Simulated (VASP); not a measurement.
Calculation: PBE GGA, VASP's PBE PAW potentials (set 64) (plane waves; VASP 6.6.1).

A VASP calculation is set up with these files.

**POSCAR**
```
NaBr
1
    0.0000000000     2.9850000000     2.9850000000
    2.9850000000     0.0000000000     2.9850000000
    2.9850000000     2.9850000000     0.0000000000
Na Br
1 1
Direct
  0.0000000000   0.0000000000   0.0000000000
  0.5000000000   0.5000000000   0.5000000000
```

INCAR:
```
! general
SYSTEM =NaBr
PREC   =Accurate
ENCUT  =480
LREAL  =.FALSE.
LASPH  =.TRUE.

! electronic loop
EDIFF  =1E-6
NELM   =100
ALGO   =Normal
LMAXMIX=4

! smearing
ISMEAR =0
SIGMA  =0.05

! functional
GGA    =PE

! ions
IBRION =2
NSW    =60
ISIF   =3
EDIFFG =-0.01

! output
LWAVE  =.FALSE.
LCHARG =.FALSE.
```

**KPOINTS**
```
Automatic mesh
0
Gamma
7 7 7
0 0 0
```

POTCAR, in this order: Na_pv Br (PBE.64 set). Program: vasp_std.

What VASP printed:

**OSZICAR**
```
       N       E                     dE             d eps       ncg     rms          rms(c)
DAV:   1     0.824779695132E+02    0.82478E+02   -0.69034E+03   440   0.114E+03
DAV:   2     0.560201619146E+00   -0.81918E+02   -0.76590E+02   494   0.242E+02
DAV:   3    -0.610670795401E+01   -0.66669E+01   -0.66294E+01   521   0.720E+01
DAV:   4    -0.623735654064E+01   -0.13065E+00   -0.13051E+00   479   0.114E+01
DAV:   5    -0.623939395721E+01   -0.20374E-02   -0.20373E-02   539   0.136E+00    0.166E+00
DAV:   6    -0.612374451408E+01    0.11565E+00   -0.18995E-01   503   0.286E+00    0.102E+00
DAV:   7    -0.611253165811E+01    0.11213E-01   -0.87610E-02   502   0.190E+00    0.564E-01
DAV:   8    -0.611633534796E+01   -0.38037E-02   -0.64774E-03   461   0.812E-01    0.112E-01
DAV:   9    -0.611630929124E+01    0.26057E-04   -0.10425E-04   521   0.108E-01    0.589E-02
DAV:  10    -0.611636689918E+01   -0.57608E-04   -0.10898E-04   470   0.102E-01    0.121E-02
DAV:  11    -0.611636678299E+01    0.11619E-06   -0.75466E-06   503   0.306E-02
   1 F= -.61163668E+01 E0= -.61163668E+01  d E =-.611637E+01
       N       E                     dE             d eps       ncg     rms          rms(c)
DAV:   1    -0.613992391193E+01   -0.23557E-01   -0.48725E-01   494   0.107E+01    0.856E-01
DAV:   2    -0.612302494749E+01    0.16899E-01   -0.23981E-02   494   0.178E+00    0.395E-01
DAV:   3    -0.611922033825E+01    0.38046E-02   -0.95860E-03   497   0.109E+00    0.130E-01
DAV:   4    -0.611893023640E+01    0.29010E-03   -0.23726E-04   440   0.162E-01    0.126E-02
DAV:   5    -0.611892666755E+01    0.35689E-05   -0.17124E-05   500   0.391E-02    0.742E-03
DAV:   6    -0.611892703427E+01   -0.36672E-06   -0.80698E-07   338   0.137E-02
   2 F= -.61189270E+01 E0= -.61189270E+01  d E =-.256025E-02
       N       E                     dE             d eps       ncg     rms          rms(c)
DAV:   1    -0.613351218704E+01   -0.14586E-01   -0.32120E-01   494   0.866E+00    0.695E-01
DAV:   2    -0.612232581393E+01    0.11186E-01   -0.15978E-02   494   0.144E+00    0.320E-01
DAV:   3    -0.611982544174E+01    0.25004E-02   -0.63016E-03   497   0.881E-01    0.105E-01
DAV:   4    -0.611962995769E+01    0.19548E-03   -0.15678E-04   440   0.131E-01    0.101E-02
DAV:   5    -0.611962786391E+01    0.20938E-05   -0.11885E-05   476   0.317E-02    0.615E-03
DAV:   6    -0.611962808069E+01   -0.21677E-06   -0.52970E-07   253   0.115E-02
   3 F= -.61196281E+01 E0= -.61196281E+01  d E =-.326130E-02
```

OUTCAR:
```
------------------------ aborting loop because EDIFF is reached ----------------------------------------
  FORCE on cell =-STRESS in cart. coord.  units (eV):
  Direction    XX          YY          ZZ          XY          YZ          ZX
  --------------------------------------------------------------------------------------
  Total        0.0088148      0.0088148      0.0088148     -0.0000000      0.0000000     -0.0000000
  in kB        0.2578405      0.2578405      0.2578405     -0.0000000      0.0000000     -0.0000000
  external PRESSURE =       0.2578405 kB  Pullay stress =       0.0000000 kB
  volume of cell :       54.77
      direct lattice vectors                 reciprocal lattice vectors
     0.000000000  3.014255296  3.014255296    -0.165878451  0.165878451  0.165878451
     3.014255296 -0.000000000  3.014255296     0.165878451 -0.165878451  0.165878451
     3.014255296  3.014255296  0.000000000     0.165878451  0.165878451 -0.165878451
 POSITION                                       TOTAL-FORCE (eV/Angst)
 -----------------------------------------------------------------------------------
      0.00000      0.00000      0.00000        -0.000000      0.000000      0.000000
      3.01426      3.01426      3.01426         0.000000     -0.000000      0.000000
 -----------------------------------------------------------------------------------
    total drift:                               -0.000000      0.000000      0.000000
  FREE ENERGIE OF THE ION-ELECTRON SYSTEM (eV)
  ---------------------------------------------------
  free  energy   TOTEN  =        -6.1196280807 eV

  energy  without entropy=       -6.1196280807  energy(sigma->0) =       -6.11962808

 reached required accuracy - stopping structural energy minimisation
```
(Selected blocks of OUTCAR.)

File CONTCAR:
```
NaBr
   1.00000000000000
     0.0000000000000000    3.0142552959426490    3.0142552959426490
     3.0142552959426490   -0.0000000000000000    3.0142552959426490
     3.0142552959426490    3.0142552959426490    0.0000000000000000
  Na              Br
     1     1
Direct
     0.0000000000000000    0.0000000000000000    0.0000000000000000
     0.5000000000000000    0.5000000000000000    0.5000000000000000
```

Energy and stress use the plane-wave basis of the starting cell.

The compound is NaBr in the rock salt structure. This run relaxes it. Symmetry was kept, so distortions that lower it aren't found.
